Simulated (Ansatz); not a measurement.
# Bi2Se3 (Paraguanajuatite) (R-3m) in Ansatz: notebook

Runs on Bi2Se3 (Paraguanajuatite). Level: PBE. Tasks: single point, equation of state.

All numbers are computed with Ansatz 0.2.0; they aren't measurements. Logs are shortened: lines on timing, memory, paths and dates and some standing lists are left out, and cuts for length are marked.

## (1) The crystal as given

The structure is trigonal, space group R-3m (No. 166). Conventional cell: a = 4.143 Å, b = 4.143 Å, c = 28.636 Å, α = 90.00°, β = 90.00°, γ = 120.00°. Bi (site symmetry 3m) has 6 Se at 2.85 to 3.07 Å as nearest neighbours. Around Se (site symmetry 3m) lie 3 Bi at 2.85 Å. Se (site symmetry -3m) is surrounded by 6 Bi at 3.07 Å.

## (2) Single point, PBE, 26.68 Å³/atom (volume scaled by 0.94)

File input.yaml:

```yaml
crystal:
  lattice:
    - [2.0292126242, 1.1715664548, 9.3504759364]
    - [-2.0292126242, 1.1715664548, 9.3504759364]
    - [0.0, -2.3431329097, 9.3504759364]
  atoms:
    - { symbol: Bi, position: [0.5992, 0.5992, 0.5992] }
    - { symbol: Bi, position: [0.4008, 0.4008, 0.4008] }
    - { symbol: Se, position: [0.7883, 0.7883, 0.7883] }
    - { symbol: Se, position: [0.2117, 0.2117, 0.2117] }
    - { symbol: Se, position: [0.0, 0.0, 0.0] }
hamiltonian:
  xc: pbe
  pseudopotentials: { kind: paw, source: jth }
kpoints:
  mp_grid: { grid: [8, 8, 8] }
scf:
  occupations: { method: fermi_dirac, width: 0.05 }
output:
  forces: true
  stress: true
  eigenvalues: true
```

Potentials or basis: JTH PAW.

The run is started by

```sh
$ ansatz run input.yaml --threads 2 --pin off --max-ram 5120MiB --backend cpu --events-out ev --progress --plain --runs-dir out
```

Output:

```text
Warning: the checks of this Bi dataset prove no rule for summing its radial tables, as where they were carried onto another mesh than they were made on, and Gregory's rule is taken, under which a leading mesh point left out moves its sums only by what lay on the interval it spanned. That does not make them correct, and they differ from Quantum ESPRESSO's on this file; a re-export a fraction of a mesh step off can move them. hamiltonian.pseudopotentials.radial_quadrature: simpson_from_first_knot sums it by `pw.x`'s rule; on a PAW file no value gives `pw.x`'s numbers. What more to know: hamiltonian.pseudopotentials.radial_quadrature, in the input reference
Warning: the checks of this Se dataset prove no rule for summing its radial tables, as where they were carried onto another mesh than they were made on, and Gregory's rule is taken, under which a leading mesh point left out moves its sums only by what lay on the interval it spanned. That does not make them correct, and they differ from Quantum ESPRESSO's on this file; a re-export a fraction of a mesh step off can move them. hamiltonian.pseudopotentials.radial_quadrature: simpson_from_first_knot sums it by `pw.x`'s rule; on a PAW file no value gives `pw.x`'s numbers. What more to know: hamiltonian.pseudopotentials.radial_quadrature, in the input reference
Warning: RAYON_NUM_THREADS=2 ignored (pool sized by the plan → 2); use --threads N
basis.fft_grid_basis auto: the FFT boxes are laid along the combinations [[1, 0, -1], [0, 1, -1], [0, 0, 1]] of the cell's own vectors, 4.058, 4.058 and 9.640 Å long. The dense box has 72×72×180 points. Along the cell's own vectors, as sized, it would have 180×180×180, 6.25 times as many. Of the 12 symmetry operations that the crystal satisfies within crystal.symmetry.tolerance (time reversal apart; of a slab, those that keep its plane) the dense box along the cell's own vectors carries 12, and the one as laid loses 8 of those. basis.fft_grid_basis: typed keeps the cell's own vectors: state it where this run's energies or levels are differenced outside the engine with another run's, or held beside a run that keeps those vectors.
Engine: ansatz 0.2.0, x86_64-unknown-linux-gnu
Pseudopotentials: kind: paw
Pseudopotential: Bi, paw, valence charge 15, recommended cutoff 1800 eV (normal), Bi.paw.azcp
Pseudopotential: Se, paw, valence charge 6, recommended cutoff 270 eV (normal), Se.paw.azcp
Functional definition: PBE
  parameter kappa = 0.804
  parameter beta = 0.06672455060314922
  exchange = pbe_x(kappa = kappa, mu = beta*pi^2/3)
  correlation = pbe_c(beta = beta)
Crystal: 5 atoms, lattice volume = 133.377 Å³
Basis set: ecut = 1800 eV, 23057 PW (Γ), FFT grids on a1−a3, a2−a3, a3, exchange–correlation on 144×144×360 points (8 copies of the dense FFT grid, shifted against one another)
Bands: 29, of which v1, the nominal top of the filled ones, is band 24 counted from 1 (23 counted from 0)
Symmetry: 12 space group operations
Space group: R-3m (ITA 166), of the structure as read, at distance tolerance 5.1e-5 Å
k-points: 65 of 512
Non-local potential: Bi, projectors of the file, l = 0: 2, l = 1: 2, l = 2: 2
Non-local potential: Se, projectors of the file, l = 0: 2, l = 1: 2
PAW form: soft (Blöchl's): semilocal exchange-correlation on the pseudo side does not see the compensation charge
PAW one-centre angular grid: Bi, 590 points (default); XC on 64 Gauss nodes
PAW one-centre angular grid: Se, 110 points (default); XC on 96 Gauss nodes
Initial density: superposition of atomic densities (chi_scale 0.1, normalization cell, long waves kept (reshape's long-wave potential 0.27 eV rms))
Initial wavefunctions: pseudopotential atomic-orbital guess
Functional: x = pbe(κ = 0.804, μ = 0.2195149727645171), c = pbe(β = 0.06672455060314922)
SCF iter   1: F=—  HF=-32392.880018 eV  |F-HF|=—  |Δ(HF+E_count)|=         —  Δρ=2.17e-2  dr2=1.69e0  ethr=3.10e-3  ⟨swp⟩=11.9  Hψ=12351  notcnv=0
preconditioner: auto → Kerker (q_TF=auto, 2.301 Å⁻¹)  [metal: Δε(μ)=0.055 eV  Ē_g=8.786 eV  σ=0.050 eV  W_gap=0.27  n_scr=30 (ndim 8)  ℏωp=17.0 eV  f_vac=0.000  D(μ)=0.04/eV (n_scr^D=0)]
SCF iter   2: F=—  HF=-32392.714091 eV  |F-HF|=—  |Δ(HF+E_count)|=   1.66e-1  Δρ=1.29e-2  dr2=7.00e-1  ethr=3.10e-3  ⟨swp⟩=1.8  Hψ=2506  notcnv=0  defer=17
SCF iter   3: F=—  HF=-32392.624729 eV  |F-HF|=—  |Δ(HF+E_count)|=   8.94e-2  Δρ=2.59e-3  dr2=5.88e-2  ethr=1.46e-3  ⟨swp⟩=3.0  Hψ=2724  notcnv=0  defer=25
SCF iter   4: F=—  HF=-32392.620842 eV  |F-HF|=—  |Δ(HF+E_count)|=   3.89e-3  Δρ=1.29e-3  dr2=8.42e-3  ethr=1.23e-4  ⟨swp⟩=2.7  Hψ=3130  notcnv=0  defer=25
SCF iter   5: F=—  HF=-32392.621103 eV  |F-HF|=—  |Δ(HF+E_count)|=   2.61e-4  Δρ=5.29e-4  dr2=1.78e-3  ethr=1.75e-5  ⟨swp⟩=2.9  Hψ=3409  notcnv=0  defer=25
SCF iter   6: F=—  HF=-32392.621218 eV  |F-HF|=—  |Δ(HF+E_count)|=   1.15e-4  Δρ=1.90e-4  dr2=9.16e-5  ethr=3.72e-6  ⟨swp⟩=2.0  Hψ=2478  notcnv=0  defer=25
SCF iter   7: F=—  HF=-32392.621260 eV  |F-HF|=—  |Δ(HF+E_count)|=   4.13e-5  Δρ=4.79e-5  dr2=4.53e-6  ethr=1.91e-7  ⟨swp⟩=2.1  Hψ=2945  notcnv=0  defer=25
SCF iter   8: F=—  HF=-32392.621265 eV  |F-HF|=—  |Δ(HF+E_count)|=   4.81e-6  Δρ=1.44e-5  dr2=4.72e-7  ethr=9.44e-9  ⟨swp⟩=3.1  Hψ=3399  notcnv=0  defer=25
SCF iter   9: F=-32392.621265 eV  HF=-32392.621265 eV  |F-HF|=1.71e-8  |Δ(HF+E_count)|=   3.94e-7  Δρ=3.68e-6  dr2=3.03e-8  ethr=2.08e-10  ⟨swp⟩=13.0  Hψ=11870  notcnv=0
SCF 1 converged in 9 iterations: F = -32392.621265 eV  dr2 = 3.03e-8
SCF converged after 9 iterations
Free energy (F): -32392.621265 eV
Harris-Foulkes:  -32392.621265 eV  (|F-HF|=1.71e-8)
Internal energy: -32392.620991 eV  (E = F + TS)
E sigma→0 (E₀):  -32392.621128 eV
Entropy (-TS):   -0.000274 eV (-0.055 meV/atom)
Fermi energy:    8.826596 eV
--- Per-component energies (eV) ---
  E_band       = -217.524699
  E_kinetic    = 536.812269
  E_local      = -3892.059826  (includes V_loc(G=0)·N_el)
  E_nonlocal   = 1782.797657
  E_hartree    = 1323.973208
  E_xc         = -655.558879
  E_vxc        = -450.286032  (∫ρ·V_xc dr)
  E_paw        = -28101.494077  (= ΣΔE_a)
  E_vpaw       = -842.737507  (= ΣTr[D̂ρ^β])
  E_aug_tail   = -0.000001  (compensation charges beyond the density's cutoff)
  E_ewald      = -3387.091341
  E_smearing   = -0.000274  (= −TS)
  E_closure    = -0.000000  (closes the sum)
  Σ components = -32392.621265   (vs F -32392.621265, Δ=0.00e0)
--- Forces (eV/Å), atoms counted from 1 ---
  atom   1  Bi     0.00000000    -0.00000000     0.36603385
  atom   2  Bi     0.00000000     0.00000000    -0.36603385
  atom   3  Se     0.00000000    -0.00000000     0.68945590
  atom   4  Se     0.00000000     0.00000000    -0.68945590
  atom   5  Se     0.00000000     0.00000000     0.00000000
  max |Σ_I F_I| component: 4.63e-18 eV/Å
--- Stress (GPa, compression-positive) ---
        7.323078       0.000000       0.000000
        0.000000       7.323078       0.000000
        0.000000       0.000000       7.243253
  P = ⅓ Tr σ = 7.2965 GPa (72.965 kbar)
--- Band table (eV; the first three rows and the last of 65) ---
  k-point 0: bands = ["-14.4902", "-14.4902", "-14.4878", "-14.4878", "-14.4788", "-14.4755", "-14.4636", "-14.4636", "-14.4599", "-14.4599", "-6.2631", "-5.4556", "-4.5015", "-0.8748", "-0.0086", "6.3564", "6.4634", "6.6222", "6.6222", "6.6468", "6.6468", "7.3385", "7.3385", "8.7453", "8.9069", "10.0626", "10.0626", "10.8472", "11.5217"]
  k-point 1: bands = ["-14.4933", "-14.4903", "-14.4854", "-14.4831", "-14.4758", "-14.4726", "-14.4664", "-14.4642", "-14.4626", "-14.4599", "-6.1085", "-5.3217", "-4.4031", "-0.9701", "-0.1834", "5.3799", "5.4840", "6.0911", "6.1981", "6.7419", "7.1854", "7.2514", "7.6394", "7.9488", "9.8564", "10.5190", "10.5907", "10.8893", "11.5044"]
  k-point 2: bands = ["-14.5025", "-14.4978", "-14.4758", "-14.4756", "-14.4734", "-14.4699", "-14.4661", "-14.4631", "-14.4617", "-14.4588", "-5.6578", "-4.9514", "-4.1524", "-1.3534", "-0.6775", "4.1939", "4.7319", "5.2398", "5.5568", "6.0919", "6.7257", "7.2945", "7.4345", "8.1714", "9.9030", "10.7247", "10.9376", "11.5883", "12.0096"]
  k-point 64: bands = ["-14.4902", "-14.4902", "-14.4878", "-14.4878", "-14.4786", "-14.4758", "-14.4637", "-14.4637", "-14.4599", "-14.4599", "-6.0922", "-5.8227", "-4.1638", "-1.4174", "0.4817", "5.7261", "6.5078", "6.5078", "6.9035", "6.9035", "7.1401", "7.1458", "7.1458", "8.2684", "9.2970", "10.4093", "10.4093", "10.8598", "11.1335"]
```

Wall time 32 s (2 threads of Intel Xeon 6975P-C (Granite Rapids), shared host); peak memory 2.4 GiB.

What came out:

| Item | Value |
| --- | --- |
| Free energy | -32392.6213 eV |
| Pressure | 7.3 GPa |
| Largest force | 0.689 eV/Å |
| Band gap on the k mesh | 0.16 eV, direct |

Caveat: spin-orbit coupling is left out, which as a rule narrows the gap of such compounds by several tenths of an eV.

## (3) Single point, PBE, 27.24 Å³/atom (volume scaled by 0.96)

Changes to input.yaml since step 2:

```diff
@@ -2,5 +2,5 @@
   lattice:
-    - [2.0292126242, 1.1715664548, 9.3504759364]
-    - [-2.0292126242, 1.1715664548, 9.3504759364]
-    - [0.0, -2.3431329097, 9.3504759364]
+    - [2.0435033248, 1.1798171946, 9.416326528]
+    - [-2.0435033248, 1.1798171946, 9.416326528]
+    - [0.0, -2.3596343894, 9.416326528]
   atoms:
```

Potentials or basis: JTH PAW.

The run is started by

```sh
$ ansatz run input.yaml --threads 2 --pin off --max-ram 5120MiB --backend cpu --events-out ev --progress --plain --runs-dir out
```

Run time: 32 s. Hardware: 2 threads of Intel Xeon 6975P-C (Granite Rapids), shared host; peak memory 2.4 GiB.

It converged, with:

```yaml
Free_energy: -32392.7346 eV
Pressure: 5.5 GPa
Largest_force: 0.500 eV/Å
Band_gap_on_the_k_mesh: 0.18 eV, direct
```

Caveat: spin-orbit coupling is left out, which as a rule narrows the gap of such compounds by several tenths of an eV.

## (4) Single point, PBE, 28.95 Å³/atom (volume scaled by 1.02)

Changes to input.yaml since step 3:

```diff
@@ -2,5 +2,5 @@
   lattice:
-    - [2.0435033248, 1.1798171946, 9.416326528]
-    - [-2.0435033248, 1.1798171946, 9.416326528]
-    - [0.0, -2.3596343894, 9.416326528]
+    - [2.0852189429, 1.2039017179, 9.6085493036]
+    - [-2.0852189429, 1.2039017179, 9.6085493036]
+    - [0.0, -2.407803436, 9.6085493036]
   atoms:
```

The run is started by

```sh
$ ansatz run input.yaml --threads 2 --pin off --max-ram 5120MiB --backend cpu --events-out ev --progress --plain --runs-dir out
```

Wall time 35 s (2 threads of Intel Xeon 6975P-C (Granite Rapids), shared host); peak memory 2.5 GiB.

It converged, with:

```yaml
Free_energy: -32392.9078 eV
Pressure: 1.2 GPa
Largest_force: 0.103 eV/Å
Band_gap_on_the_k_mesh: 0.23 eV, direct
```

Caveat: spin-orbit coupling is left out, which as a rule narrows the gap of such compounds by several tenths of an eV.

## (5) Single point, PBE, 29.51 Å³/atom (volume scaled by 1.04)

Changes to input.yaml since step 4:

```diff
@@ -2,5 +2,5 @@
   lattice:
-    - [2.0852189429, 1.2039017179, 9.6085493036]
-    - [-2.0852189429, 1.2039017179, 9.6085493036]
-    - [0.0, -2.407803436, 9.6085493036]
+    - [2.098759705, 1.2117194806, 9.6709442292]
+    - [-2.098759705, 1.2117194806, 9.6709442292]
+    - [0.0, -2.4234389614, 9.6709442292]
   atoms:
```

The run is started by

```sh
$ ansatz run input.yaml --threads 2 --pin off --max-ram 5120MiB --backend cpu --events-out ev --progress --plain --runs-dir out
```

Run time: 39 s. Hardware: 2 threads of Intel Xeon 6975P-C (Granite Rapids), shared host; peak memory 2.5 GiB.

It converged, with:

| Quantity | Value |
| --- | --- |
| Free energy | -32392.9190 eV |
| Pressure | 0.1 GPa |
| Largest force | 0.132 eV/Å |
| Band gap on the k mesh | 0.25 eV, direct |

Caveat: spin-orbit coupling is left out, which as a rule narrows the gap of such compounds by several tenths of an eV.

## (6) Single point, PBE, 30.08 Å³/atom (volume scaled by 1.06)

Changes to input.yaml since step 5:

```diff
@@ -2,5 +2,5 @@
   lattice:
-    - [2.098759705, 1.2117194806, 9.6709442292]
-    - [-2.098759705, 1.2117194806, 9.6709442292]
-    - [0.0, -2.4234389614, 9.6709442292]
+    - [2.1121279616, 1.2194376472, 9.7325442609]
+    - [-2.1121279616, 1.2194376472, 9.7325442609]
+    - [0.0, -2.4388752945, 9.7325442609]
   atoms:
```

Potentials or basis: JTH PAW.

The run is started by

```sh
$ ansatz run input.yaml --threads 2 --pin off --max-ram 5120MiB --backend cpu --events-out ev --progress --plain --runs-dir out
```

Run time: 39 s. Hardware: 2 threads of Intel Xeon 6975P-C (Granite Rapids), shared host; peak memory 2.6 GiB.

Results (log left out):

```
Free energy            : -32392.9107 eV
Pressure               : -1.0 GPa
Largest force          : 0.264 eV/Å
Band gap on the k mesh : 0.26 eV, direct
```

Caveat: spin-orbit coupling is left out, which as a rule narrows the gap of such compounds by several tenths of an eV.

## (7) Equation of state, PBE

Potentials or basis: JTH PAW.

This step only gathers the single runs of the series.

What came out:

```yaml
Equilibrium_volume: 29.55 Å³/atom
Bulk_modulus_at_fixed_shape_and_positions: 57 GPa
Pressure_derivative_of_the_bulk_modulus: "4.5 (rough: it moves with the points fitted)"
```

Energy against volume, from the lowest point:
```
volume (Å³/atom)  energy (meV/atom)
          26.675              59.54
          27.243              36.88
          28.946               2.24
          29.513               0.00
          30.081               1.65
```

Caveat: the cell was scaled at fixed shape and fractional positions, which overstates the stiffness of a crystal with free parameters, most of all of layers and chains; spin-orbit coupling is left out, which moves the levels of the heavy elements.
